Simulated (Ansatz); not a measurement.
## Band transport in Ag

Computed with DFT PBE, scalar-relativistic, plane waves, PAW (Ansatz 0.2.0). Plane waves to 420 eV; Γ-centred k mesh 20×20×20; Fermi-Dirac smearing of 0.15 eV. No spin polarisation.

Equilibrium structure at this level:
```
CELL_PARAMETERS angstrom
0.00000 2.07417 2.07417
2.07417 0.00000 2.07417
2.07417 2.07417 0.00000
ATOMIC_POSITIONS crystal
Ag 0.00000 0.00000 0.00000
```

In a metal these results depend on the k mesh and the smearing.

Constant relaxation time and rigid bands. The levels are interpolated over the whole zone and filled by a Fermi function at the stated temperature, with the chemical potential set by the electron count. Seebeck coefficients of a few μV/K are small differences and uncertain even in sign.

Question: Give the Drude plasma energies, the density of states at the chemical potential and σ/τ at 300 K.

Answer:
```json
{
  "Plasma energy xx, yy, zz": "8.97, 8.97, 8.97 eV",
  "Density of states (thermally broadened)": "0.28 states/eV/cell",
  "Conductivity over τ, xx, yy, zz": "16.4, 16.4, 16.4 ×10²⁰ (Ω·m·s)⁻¹"
}
```

Question: And the Seebeck coefficient (μV/K)?

Answer:
```tsv
T (K)	Sxx	Syy	Szz
300	-1.2	-1.2	-1.2
600	-2.4	-2.4	-2.4
900	-3.6	-3.6	-3.6
```

Cost: 1 run of about 2.2 core-minutes, on Intel Xeon Platinum 8488C (Sapphire Rapids) (shared hosts).